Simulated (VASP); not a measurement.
# RbBr (Fm-3m) in VASP: single point with PBE

Aim: the single point of RbBr with PBE.

Program: VASP 6.6.1. These are calculated values, not measurements. Logs are shortened: lines on timing, memory, paths and dates and some standing lists are left out, and cuts for length are marked.

## 1. The structure

It takes space group Fm-3m (No. 225, cubic). The conventional cell has a = 6.854 Å, b = 6.854 Å, c = 6.854 Å, α = 90.00°, β = 90.00°, γ = 90.00°. Around Rb (site symmetry m-3m) lie 6 Br at 3.43 Å. Around Br (site symmetry m-3m) lie 6 Rb at 3.43 Å.

## 2. Single point, PBE

The input, INCAR:

```
SYSTEM = RbBr
ALGO = Normal
EDIFF = 1E-6
ENCUT = 520
GGA = PE
ISIF = 2
ISMEAR = -1
LASPH = .TRUE.
LCHARG = .TRUE.
LELF = .TRUE.
LREAL = .FALSE.
LVHAR = .TRUE.
LWAVE = .FALSE.
NBANDS = 15
NELM = 60
PREC = Accurate
SIGMA = 0.02
```

The input, KPOINTS:

```
k-points
0
G
  7 7 7
  0 0 0
```

The input, POSCAR:

```
RbBr
1.0
    0.0000000000      3.4270000000      3.4270000000
    3.4270000000      0.0000000000      3.4270000000
    3.4270000000      3.4270000000      0.0000000000
Rb Br
1 1
Direct
    0.0000000000      0.0000000000      0.0000000000
    0.5000000000      0.5000000000      0.5000000000
```

Potentials or basis: VASP PAW PBE potentials, release 64 (Rb_sv, Br).

Launch:

```sh
$ cat potpaw_PBE.64/Rb_sv/POTCAR potpaw_PBE.64/Br/POTCAR > POTCAR
$ mpirun -np 1 vasp_std > vasp.out
```

OUTCAR:

```text
SYSTEM = RbBr
   EDIFF = 1E-6
   ENCUT = 520
   GGA = PE
   ISIF = 2
   ISMEAR = -1
   LASPH = .TRUE.
   LREAL = .FALSE.
   NELM = 60
   PREC = Accurate

 ion  position               nearest neighbor table
   1  0.000  0.000  0.000-   2 3.43   2 3.43   2 3.43   2 3.43   2 3.43   2 3.43
   2  0.500  0.500  0.500-   1 3.43   1 3.43   1 3.43   1 3.43   1 3.43   1 3.43

  LATTYP: Found a face centered cubic cell.
 ALAT       =     6.8540000000

  Lattice vectors:

 A1 = (   0.0000000000,   3.4270000000,   3.4270000000)
 A2 = (   3.4270000000,   0.0000000000,   3.4270000000)
 A3 = (   3.4270000000,   3.4270000000,   0.0000000000)

Analysis of symmetry for initial positions (statically):
=====================================================================
 Subroutine PRICEL returns:
 Original cell was already a primitive cell.

 Routine SETGRP: Setting up the symmetry group for a
 face centered cubic supercell.

 Subroutine GETGRP returns: Found 48 space group operations
 (whereof 48 operations were pure point group operations)
 out of a pool of 48 trial point group operations.

The static configuration has the point symmetry O_h .

Analysis of symmetry for dynamics (positions and initial velocities):
=====================================================================
 Subroutine PRICEL returns:
 Original cell was already a primitive cell.

 Routine SETGRP: Setting up the symmetry group for a
 face centered cubic supercell.

 Subroutine GETGRP returns: Found 48 space group operations
 (whereof 48 operations were pure point group operations)
 out of a pool of 48 trial point group operations.

The dynamic configuration has the point symmetry O_h .

 Subroutine INISYM returns: Found 48 space group operations
 (whereof 48 operations are pure point group operations),
 and found     1 'primitive' translations

----------------------------------------------------------------------------------------

                                     Primitive cell

  volume of cell :      80.4956

  direct lattice vectors                    reciprocal lattice vectors
     0.000000000  3.427000000  3.427000000    -0.145900204  0.145900204  0.145900204
     3.427000000  0.000000000  3.427000000     0.145900204 -0.145900204  0.145900204
     3.427000000  3.427000000  0.000000000     0.145900204  0.145900204 -0.145900204

  length of vectors
     4.846509878  4.846509878  4.846509878     0.252706567  0.252706567  0.252706567

  position of ions in fractional coordinates (direct lattice)
[... 78 lines left out ...]
   IBRION =     -1    ionic relax: 0-MD 1-quasi-New 2-CG
   NFREE  =      0    steps in history (QN), initial steepest desc. (CG)
   ISIF   =      2    stress and relaxation
   ISYM   =      2    0-nonsym 1-usesym 2-fastsym
   POTIM  = 0.5000    time-step for ionic-motion
   TEBEG  =    0.0;   TEEND  =   0.0 temperature during run
   PSTRESS=    0.0 pullay stress
   NELECT =      16.0000    total number of electrons
   NUPDOWN=      -1.0000    fix difference up-down
   EMIN   =  10.00;   EMAX   =-10.00  energy-range for DOS
   EFERMI =   0.00;   METHOD = LEGACY
   ISMEAR =    -1;   SIGMA  =   0.02  broadening in eV -4-tet -1-fermi 0-gaus
   EFERMI_NEDOS =   21; number of points for ismear=-14 and -15
   IALGO  =     38    algorithm
   IMIX   =      4    mixing-type and parameters
     AMIX     =   0.40;   BMIX     =  1.00
     AMIX_MAG =   1.60;   BMIX_MAG =  1.00
  volume/ion in A,a.u.               =      40.25       271.61
  Fermi-wavevector in a.u.,A,eV,Ry     =   0.955412  1.805467 12.419564  0.912812
  Thomas-Fermi vector in A             =   2.084247
   LORBIT       =      0    0 simple, 1 ext, 2 COOP (PROOUT), +10 PAW based schemes
   GGA     = PE    functional components
[... 5 lines left out ...]
 non-spin polarized calculation
  energy-cutoff  :      520.00
  volume of cell :       80.50
 maximum number of plane-waves:      2186
   NGX = 17   NGY = 17   NGZ = 17

 number of electron      15.9999999 magnetization

 Free energy of the ion-electron system (eV)
  ---------------------------------------------------
  ext. energy  EPLUGINS =         0.00000000
  ---------------------------------------------------
  free energy    TOTEN  =        -6.09734801 eV

  energy without entropy =       -6.09734801  energy(sigma->0) =       -6.09734801

 E-fermi :  -1.2318     XC(G=0):  -7.2337

 val. band max:       -1.7520965516   @ k =   0.0000   0.0000   0.0000
 cond. band min:       2.6100183772   @ k =   0.0000   0.0000   0.0000
 fundamental gap:      4.3621149288
 Fermi energy:        -1.2318499192

 k-point     1 :       0.0000    0.0000    0.0000
  band No.  band energies     occupation
      1     -26.1665      2.00000
      2     -13.9331      2.00000
      3     -10.2434      2.00000
      4     -10.2434      2.00000
      5     -10.2434      2.00000
      6      -1.7521      2.00000
      7      -1.7521      2.00000
      8      -1.7521      2.00000
      9       2.6100      0.00000
     10       5.5272      0.00000
     11       5.5272      0.00000
     12       5.5272      0.00000
     13       6.4155      0.00000
     14       6.4155      0.00000
[... 329 lines left out ...]
      2     -13.9122      2.00000
      3     -10.3781      2.00000
      4     -10.3382      2.00000
      5     -10.2306      2.00000
      6      -2.2908      2.00000
      7      -2.1245      2.00000
      8      -2.0660      2.00000
      9       5.0332      0.00000
     10       5.7255      0.00000
     11       6.5794      0.00000
     12       6.9274      0.00000
     13       8.6454      0.00000
     14       8.8203      0.00000
     15       9.6267      0.00000

------------------------ aborting loop because EDIFF is reached ----------------------------------------

  FORCE on cell =-STRESS in cart. coord.  units (eV):
  Direction    XX          YY          ZZ          XY          YZ          ZX
  --------------------------------------------------------------------------------------
  -------------------------------------------------------------------------------------
  Total        0.5154320      0.5154320      0.5154320      0.0000000      0.0000000     -0.0000000
  in kB       10.2591090     10.2591090     10.2591090      0.0000000      0.0000000     -0.0000000
  external PRESSURE =      10.2591090 kB  Pullay stress =       0.0000000 kB

 VOLUME and BASIS-vectors are now :
 -----------------------------------------------------------------------------
  energy-cutoff  :      520.00
  volume of cell :       80.50
      direct lattice vectors                 reciprocal lattice vectors
     0.000000000  3.427000000  3.427000000    -0.145900204  0.145900204  0.145900204
     3.427000000  0.000000000  3.427000000     0.145900204 -0.145900204  0.145900204
     3.427000000  3.427000000  0.000000000     0.145900204  0.145900204 -0.145900204

 POSITION                                       TOTAL-FORCE (eV/Angst)
 -----------------------------------------------------------------------------------
      0.00000      0.00000      0.00000        -0.000000      0.000000      0.000000
      3.42700      3.42700      3.42700         0.000000     -0.000000     -0.000000
 -----------------------------------------------------------------------------------
    total drift:                                0.000000      0.000000      0.000000

  FREE ENERGIE OF THE ION-ELECTRON SYSTEM (eV)
  ---------------------------------------------------
  free  energy   TOTEN  =        -6.0973480098 eV

  energy  without entropy=       -6.0973480098  energy(sigma->0) =       -6.09734801
```

OSZICAR:

```text
N       E                     dE             d eps       ncg     rms          rms(c)
DAV:   1     0.858846589669E+02    0.85885E+02   -0.66647E+03   600   0.914E+02
DAV:   2    -0.153506938413E+00   -0.86038E+02   -0.77849E+02   838   0.162E+02
DAV:   3    -0.613603313883E+01   -0.59825E+01   -0.59435E+01   790   0.445E+01
DAV:   4    -0.631443247812E+01   -0.17840E+00   -0.17837E+00   849   0.700E+00
DAV:   5    -0.631564486034E+01   -0.12124E-02   -0.12124E-02   811   0.616E-01    0.291E+00
DAV:   6    -0.610117140608E+01    0.21447E+00   -0.26011E-01   761   0.235E+00    0.193E+00
DAV:   7    -0.608492357316E+01    0.16248E-01   -0.12221E-01   803   0.172E+00    0.968E-01
DAV:   8    -0.609653816360E+01   -0.11615E-01   -0.13672E-02   643   0.686E-01    0.108E-01
DAV:   9    -0.609690970617E+01   -0.37154E-03   -0.58768E-04   846   0.125E-01    0.695E-02
DAV:  10    -0.609734166385E+01   -0.43196E-03   -0.58330E-04   628   0.131E-01    0.288E-02
DAV:  11    -0.609734184119E+01   -0.17734E-06   -0.31648E-05   789   0.288E-02    0.620E-03
DAV:  12    -0.609734775706E+01   -0.59159E-05   -0.88333E-06   635   0.185E-02    0.144E-03
DAV:  13    -0.609734800980E+01   -0.25274E-06   -0.33169E-07   664   0.326E-03
   1 F= -.60973480E+01 E0= -.60973480E+01  d E =-.838276E-13
```

stdout:

```text
POSCAR found type information on POSCAR RbBr
 POSCAR found :  2 types and       2 ions
 scaLAPACK will be used
 LDA part: xc-table for (Slater+PW92), standard interpolation
 POSCAR, INCAR and KPOINTS ok, starting setup
 FFT: planning ... GRIDC
 FFT: planning ... GRID_SOFT
 FFT: planning ... GRID
 WAVECAR not read
 entering main loop
```

It took 11 s on 1 thread of Intel Xeon 6975P-C (Granite Rapids), shared host; peak memory 0.21 GiB.

Results:

* Free energy: -6.0973 eV
* Pressure: 1.0 GPa
* Band gap on the k mesh: 4.36 eV, direct

Caveat: an odd mesh through Γ misses points on the zone boundary, where band edges often lie.
